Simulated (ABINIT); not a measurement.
Runs of ABINIT 10.8.3 (patched build) on I. The structure is orthorhombic, space group Fmmm (No. 69). The conventional cell has a = 4.384 Å, b = 4.731 Å, c = 7.820 Å, α = 90.00°, β = 90.00°, γ = 90.00°. Around I (site symmetry mmm) lie 4 I at 3.23 Å. 

| task | level | k mesh | cutoff (eV) | fine-grid cutoff | mesh quality | gap on the mesh (eV) | pressure (GPa) | V0 of scaled cells (Å³/atom) | B0 (GPa) |
| --- | --- | --- | --- | --- | --- | --- | --- | --- | --- |
| single point | PBE | 5 × 5 × 5 | 408 | 816.342 eV | coarse | none | 0.4 | - | - |
| equation of state | AM05 | 9 × 9 × 9 | 408 | 816.342 eV | not flagged | - | - | 39.43 | 26 |
| band structure | WC | 9 × 9 × 9 | 408 | 816.342 eV | not flagged | none | -1.3 | - | - |
| equation of state | PBE | 9 × 9 × 9 | 272 | 544.228 eV | not flagged | - | - | 41.34 | (b) |
| band structure | SOGGA | 9 × 9 × 9 | 408 | 816.342 eV | not flagged | none | (a) | - | - |
| band structure | rPW86PBE | 9 × 9 × 9 | 408 | 816.342 eV | not flagged | none | (c) | - | - |
| band structure | PBEsol | 9 × 9 × 9 | 408 | 816.342 eV | not flagged | none | -1.4 | - | - |

Alike in all rows: potentials or basis JTH PAW PBE v2.0; no spin polarisation; cell as given; smearing fermi-dirac 0.05 eV.

Question: Estimate the missing entries.

Answer: (a) -1.9; (b) 24; (c) 2.3.

Caveats: some runs use coarse meshes; an odd number of electrons without spin polarisation forces a metal (some runs); a magnetic or distorted state may lie lower (some runs); the PAW data sets were made with another functional, which shifts forces and pressure a little (some runs); spin-orbit coupling is left out, which moves the levels of the heavy elements (some runs); pressures at fixed basis lie under the slope of the energies (some runs); the cell was scaled at fixed shape and fractional positions, which overstates the stiffness of a crystal with free parameters, most of all of layers and chains (some runs).

A k mesh can miss the band edges, and the runs leave out spin-orbit coupling on I.

A gap of «none» marks a metal or a gap under the smearing width.
